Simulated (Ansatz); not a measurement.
# Relaxing NbAs

Method: DFT r2SCAN, scalar-relativistic, plane waves, PAW (Ansatz). Cutoff 500 eV, Γ-centred k mesh, Gaussian smearing, no spin polarisation in the final step.

The start is a database structure of NbAs, space group I4_1md (No. 109).

```yaml
crystal:
  lattice:
    - [-1.72585, 1.72585, 5.84000]
    - [1.72585, -1.72585, 5.84000]
    - [1.72585, 1.72585, -5.84000]
  atoms:
    - { symbol: Nb, position: [0.75000, 0.75000, 0.00000] }
    - { symbol: Nb, position: [0.50000, 0.00000, 0.50000] }
    - { symbol: As, position: [0.16600, 0.16600, 0.00000] }
    - { symbol: As, position: [0.91600, 0.41600, 0.50000] }
```

Steps on the 18×18×18 mesh (4 atoms). 4 of 5 steps are shown, and the free energy counts from the last. Trial steps that were taken back and renewals of the plane-wave basis can be among the rows.

```json
{"step": "1", "ΔF (meV/atom)": "2.9", "V (Å³/atom)": "17.39", "P (GPa)": "1.92", "largest force component (eV/Å)": "0.278"}
{"step": "2", "ΔF (meV/atom)": "1.8", "V (Å³/atom)": "17.79", "P (GPa)": "-1.94", "largest force component (eV/Å)": "0.118"}
{"step": "3", "ΔF (meV/atom)": "0.1", "V (Å³/atom)": "17.59", "P (GPa)": "-0.10", "largest force component (eV/Å)": "0.007"}
{"step": "5", "ΔF (meV/atom)": "0.0", "V (Å³/atom)": "17.59", "P (GPa)": "0.00", "largest force component (eV/Å)": "0.005"}
```

A final relaxation ran on a 18×18×18 mesh. The relaxed crystal, I4_1md (No. 109):

```
Nb As
1.0
    -1.72871    1.72871    5.88461
     1.72871   -1.72871    5.88461
     1.72871    1.72871   -5.88461
Nb As
2 2
Direct
  0.49915 0.49915 0.00000
  0.24915 0.74915 0.50000
  0.91685 0.91685 0.00000
  0.66685 0.16685 0.50000
```

- Volume per atom: 17.59 Å³
- Density: 7.92 g/cm³
- Energy over the elements: -0.79 eV/atom
- Gap on the 18×18×18 mesh: 0 eV (a metal)

Formation energies are uncorrected and refer to the elements' standard structures at the same level.

The final run used a 18×18×18 mesh on its 4-atom cell and 0.10 eV smearing. The k mesh leaves about 4 meV/atom of noise in metals.

A structure relaxed within its symmetry needn't be a true minimum.

Cost: 2 runs of about 24 core-minutes in all, on Arm Neoverse V2 (shared hosts).